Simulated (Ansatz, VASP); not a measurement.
Ni: VASP beside Ansatz

Contents of INCAR:

```
PREC = Accurate
ENCUT = 520
EDIFF = 1E-7
ISMEAR = 0
SIGMA = 0.1
LREAL = False
LASPH = True
NELM = 150
ALGO = Normal
ISIF = 2
LWAVE = False
LCHARG = False
ISPIN = 2
MAGMOM = 2
LORBIT = 11
LMAXMIX = 4
GGA = PE
IVDW = 12
NBANDS = 15
```

File KPOINTS:

```
Automatic mesh
0
Gamma
  8 8 8
```

The input POSCAR:

```
Ni
1.0
    0.0000000000      1.7619350000      1.7619350000
    1.7619350000      0.0000000000      1.7619350000
    1.7619350000      1.7619350000      0.0000000000
Ni
1
Direct
    0.0000000000      0.0000000000      0.0000000000
```

Input for Ansatz:

```yaml
crystal:
  lattice:
    - [0.0, 1.761935, 1.761935]
    - [1.761935, 0.0, 1.761935]
    - [1.761935, 1.761935, 0.0]
  atoms:
    - { symbol: Ni, position: [0.0, 0.0, 0.0], spin: 2.0 }
basis:
  ecutwfc: 420
kpoints:
  mp_grid: { grid: [8, 8, 8] }
hamiltonian:
  xc: pbe
  dispersion: d3bj
scf:
  occupations: { method: gaussian, width: 0.1 }
  lower_state_search: "off"
output:
  forces: true
  stress: true
  eigenvalues: true
  populations: true
magnetization:
  spin_polarized: true
```

Alike in both runs: task single point; functional PBE; dispersion D3(BJ); k mesh 8 × 8 × 8; occupations gaussian, width 0.1 eV; collinear spin.

```csv
,VASP,Ansatz
version,VASP 6.6.1,Ansatz 0.2.0
potentials or method,"VASP PAW PBE potentials, release 64 (Ni)","scalar-relativistic, plane waves, PAW"
plane-wave cutoff (eV),520,420
valence electrons in the cell,10,18
```

```csv
,VASP,Ansatz,Ansatz less VASP
gap on the k mesh at the Fermi level (eV),none,none,-
pressure (GPa),-7.5,-7.5,-0.01
net moment per atom (μB),0.70,0.70,0.000
size of the moment on the site where the two differ most (μB),0.71,0.74,+0.028
```

Site moments also hang on the region over which each program counts them. A gap of «none» marks a metal or a gap that the smearing closes. The two sets of potentials don't hold the same shells in valence.

Caveats: the k mesh is coarse (spacing up to 0.39 Å⁻¹), so the values aren't converged; pairwise dispersion overbinds metals, which lowers pressure and volume.
